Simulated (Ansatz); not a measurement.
Runs of Ansatz 0.2.0 on SiO2. It takes space group I4_122 (No. 98, tetragonal). The conventional cell has a = 5.676 Å, b = 5.676 Å, c = 11.320 Å, α = 90.00°, β = 90.00°, γ = 90.00°. Si (site symmetry 2) has 4 O at 1.63 to 1.64 Å as nearest neighbours. O (site symmetry 2) has 2 Si at 1.63 Å as nearest neighbours. Around O (site symmetry 2) lie 2 Si at 1.64 Å. The cell comes from a database or a generator and needn't be the stable form of this composition.

```tsv
task	level	cell	k mesh	cutoff (eV)	points for each segment of the path	mesh quality	gap on the mesh (eV)	pressure (GPa)	largest force (eV/Å)
band structure	r2SCAN	as given	7 × 7 × 7	500	10	not flagged	5.46	-4.4	(c)
single point	PBE	as given	3 × 3 × 3	420	-	coarse	(a)	-0.1	0.01
single point	PBE	as given	7 × 7 × 7	250	-	not flagged	4.66	2.2	0.37
band structure	LDA	as given	7 × 7 × 7	420	10	not flagged	4.66	-5.9	0.54
relaxation of cell and atoms	PBEsol+D3(BJ)	relaxed	7 × 7 × 7	420	-	not flagged	(b)	0.0	-
```

Alike in all rows: potentials or basis Ansatz PAW; no spin polarisation; smearing fermi-dirac 0.05 eV.

Q: Estimate the missing entries.

A: (a) 4.84; (b) 4.88; (c) 0.45.

Caveats: some runs use coarse meshes; the PAW data sets come from PBE, with cores solved anew for the run's functional, which leaves a small shift of forces and pressure (some runs); odd divisions of the mesh miss points on the zone boundary, where band edges often lie, so the gap on the mesh can be too wide (some runs); the pressure holds a Pulay correction of +60.3 GPa for the finite cutoff (some runs); the cutoff lies under the one recommended for these potentials (some runs); the plane-wave basis is chosen anew once the cell has moved, so the energies of steps on either side of that aren't comparable (some runs).

A k mesh can miss the band edges.
